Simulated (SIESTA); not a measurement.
W:

```
CELL_PARAMETERS angstrom
-1.58234 1.58234 1.58234
1.58234 -1.58234 1.58234
1.58234 1.58234 -1.58234
ATOMIC_POSITIONS crystal
W 0.00000 0.00000 0.00000
```

Program: SIESTA 5.4.2. Alike in all runs: task single point; level PBE; no spin polarisation; cell as given; k mesh 12 × 12 × 12; smearing fermi-dirac 0.05 eV; grid cutoff 800 Ry; energy shift 0.003 Ry.

Order these runs on this cell by their pressure, lowest first.
A. potentials or basis PseudoDojo 0.4 standard (PBE files), DZ (energy shift 0.003 Ry; two zetas on semicore shells)
B. potentials or basis PseudoDojo 0.4 standard (PBE files), SZ (energy shift 0.003 Ry)
C. potentials or basis PseudoDojo 0.4 standard (PBE files), SZP (energy shift 0.003 Ry)
D. potentials or basis PseudoDojo 0.4 standard (PBE files), TZP (energy shift 0.003 Ry; two zetas on semicore shells)

B (-5.2 GPa), A (6.9 GPa), D (9.2 GPa), C (13.5 GPa).

Caveats: short orbitals over semicore shells can move pressures by several GPa; the basis of atomic orbitals isn't converged, which shifts pressures, moduli and gaps; the basis has no polarisation orbitals (some runs).
